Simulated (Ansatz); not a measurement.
**Is this Li₂H stable against decomposition?**

Computed with Ansatz 0.2.0, DFT PBE, scalar-relativistic, plane waves, PAW. Settings: cutoff 420 eV, Γ-centred meshes spaced at most about 0.3 Å⁻¹, and about 0.25 Å⁻¹ or finer for metals (2π included), Gaussian smearing. No spin polarisation.

Energies over the elements count from the elements' standard structures at the same level (H₂ as a molecule), with no fitted energy shifts.

All energies are static (0 K, no zero-point motion). With hydrogen, zero-point motion can shift formation energies by some tens of meV/atom.

The competitors are the elements and 1 reference phase of this chemical system (from databases or known types: LiH), relaxed at the same level; other known phases may be missing.

The candidate was reached from: LaBr2 type (P6_3/mmc).

```
CELL_PARAMETERS angstrom
2.80862 0.00000 0.00000
-1.40431 2.43234 0.00000
0.00000 0.00000 10.24584
ATOMIC_POSITIONS crystal
Li 0.33333 0.66667 0.37210
Li 0.66667 0.33333 0.87209
Li 0.33333 0.66667 0.12790
Li 0.66667 0.33333 0.62791
H 0.00000 0.00000 0.25000
H 0.00000 0.00000 0.75000
```

**Question.** Is it stable, and against what?

**Answer.** Not stable. Its formation energy is -0.195 eV/atom. The lowest competing mixture at this composition is this:

```tsv
phase	space group	source	share of atoms	ΔE_f (eV/atom)
Li	-	element	0.3333	-0.0036
LiH	Fm-3m (No. 225)	textbook type	0.6667	-0.417
```

The lowest database cell of Li (-0.0036) lies slightly below the reference, hence the non-zero entry.

The mixture lies at -0.279 eV/atom, and the candidate lies 84 meV/atom above it. The candidate matches no cell in the subsets of the Crystallography Open Database and the Materials Project at hand. It is metastable at best. Checks: no imaginary mode on a 3×3×1 q mesh.
